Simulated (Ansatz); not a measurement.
# Cu2O: the cost of one run

Program: Ansatz 0.2.0. Level of theory: DFT PBEsol, scalar-relativistic, plane waves, PAW. These are calculated values, not measurements.

The COD entry's cell or inner coordinates are ideal or old and differ from later refinements, so a difference from it is no clean test against experiment.

1 further run of the same task is left out (set aside as unsound or not needed).

## 1. Starting point

Symmetry: Pn-3m, No. 224, cubic system. Conventional cell: a = 4.222 Å, b = 4.222 Å, c = 4.222 Å, α = 90.00°, β = 90.00°, γ = 90.00°. Cu (site symmetry -3m) is surrounded by 2 O at 1.83 Å. O (site symmetry -43m) has 4 Cu at 1.83 Å as nearest neighbours.

Structure file:

```
Cu O
1.0
     4.22235    0.00000    0.00000
     0.00000    4.22235    0.00000
     0.00000    0.00000    4.22235
Cu O
4 2
Direct
  0.25000 0.25000 0.25000
  0.25000 0.75000 0.75000
  0.75000 0.75000 0.25000
  0.75000 0.25000 0.75000
  0.00000 0.00000 0.00000
  0.50000 0.50000 0.50000
```

This cell was relaxed beforehand with the same method: volume 12.55 Å³/atom, gap on the mesh 0.56 eV.

## 2. Point at V/V0 = 0.97

input.yaml

```yaml
crystal:
  lattice:
    - [4.1796998517, 0.0, 0.0]
    - [0.0, 4.1796998517, 0.0]
    - [0.0, 0.0, 4.1796998517]
  atoms:
    - { symbol: Cu, position: [0.25, 0.25, 0.25] }
    - { symbol: Cu, position: [0.25, 0.75, 0.75] }
    - { symbol: Cu, position: [0.75, 0.75, 0.25] }
    - { symbol: Cu, position: [0.75, 0.25, 0.75] }
    - { symbol: O, position: [0.0, 0.0, 0.0] }
    - { symbol: O, position: [0.5, 0.5, 0.5] }
basis:
  ecutwfc: 420
kpoints:
  mp_grid: { grid: [8, 8, 8] }
hamiltonian:
  xc: pbesol
scf:
  occupations: { method: gaussian, width: 0.02 }
output:
  forces: true
  stress: true
  eigenvalues: true
```

On the command line:

```
> ansatz run input.yaml --threads 1 --pin off --max-ram 2560MiB --backend cpu --events-out ev --progress --plain --runs-dir out
```

Q: Estimate wall time and peak memory on 1 thread of Intel Xeon 6975P-C (Granite Rapids), shared host.

About 3.9 s, with a peak of 0.44 GiB.
